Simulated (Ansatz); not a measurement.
**Density of states of CdI2**

```cif
data_structure
_symmetry_space_group_name_H-M 'P-3m1'
_symmetry_Int_Tables_number 164
_cell_length_a 4.2440
_cell_length_b 4.2440
_cell_length_c 6.8590
_cell_angle_alpha 90.000
_cell_angle_beta 90.000
_cell_angle_gamma 120.000
_cell_volume 106.99
loop_
_atom_site_label
_atom_site_type_symbol
_atom_site_symmetry_multiplicity
_atom_site_Wyckoff_symbol
_atom_site_fract_x
_atom_site_fract_y
_atom_site_fract_z
_atom_site_occupancy
Cd1 Cd 1 a 0.00000 0.00000 0.00000 1
I1 I 2 d 0.33333 0.66667 0.24920 1
```

The runs use the primitive cell with vectors (4.244, 0.000, 0.000), (-2.122, 3.675, 0.000), (0.000, 0.000, 6.859) Å, to which the k mesh refers.

The cell is COD entry 1539851, as deposited and not checked against the literature; nothing was relaxed. It differs from other determinations.

No spin–orbit coupling, which matters for the heavy atoms here.

These are results of Ansatz 0.2.0, DFT, PBE, all-electron LAPW, scalar-relativistic, not measurements.

Sampling and basis: a Γ-centred 8×8×5 k mesh, Fermi–Dirac smearing of 0.03 eV, basis error target 0.5 meV/atom, no spin polarisation.

Problem. Which of the resolved shells contributes most in the top eV of the valence band?

Solution. I 5p, with 96 % of all states there; Cd 4d follows with 2 %.

Problem. Where is the centre of the filled Cd 4d states between -13 eV and the top of the filled states?

Solution. -7.38 eV from the valence-band top.

Problem. Tabulate the density of states.

Solution. States per eV and cell, averaged over 0.4 eV, from -12.2 to 6.8 eV, with energies (bin centres) from the valence-band top; empty bins are left out. The partial columns, the largest 3 alone, are projections on Löwdin-orthogonalised atomic shells (those that the program's projection atoms carry: the occupied ones and, for some elements, an empty d or f shell; other empty shells have no column), summed over atoms of an element. Weights on diffuse s and p shells depend on that basis and aren't pure angular character.
```
E (eV)  total  I 5p  Cd 4d  I 5s
 -12.1   0.57  0.01   0.00  0.47
 -11.7   3.56  0.04   0.05  3.26
 -11.3   5.86  0.03   0.20  5.59
  -7.7   5.60  0.17   5.40  0.02
  -7.3  19.40  0.24  18.92  0.21
  -4.1   0.04  0.03   0.00  0.00
  -3.7   4.00  2.45   0.05  0.14
  -3.3   0.98  0.61   0.01  0.08
  -2.9   1.42  1.36   0.01  0.01
  -2.5   2.05  1.95   0.02  0.01
  -2.1   2.47  2.34   0.02  0.01
  -1.7   3.53  3.36   0.03  0.01
  -1.3   3.37  3.22   0.02  0.01
  -0.9   2.99  2.86   0.05  0.01
  -0.5   5.92  5.70   0.13  0.01
  -0.1   3.23  3.14   0.08  0.00
   2.3   0.05  0.02   0.00  0.00
   2.7   1.50  0.54   0.00  0.02
   3.1   2.58  0.96   0.00  0.06
   3.5   0.88  0.32   0.00  0.04
   4.7   0.14  0.00   0.00  0.00
   5.1   1.40  0.04   0.00  0.00
   5.5   2.61  0.08   0.00  0.01
   5.9   1.57  0.04   0.00  0.00
   6.3   3.86  0.08   0.00  0.00
   6.7   4.24  0.12   0.00  0.00
```
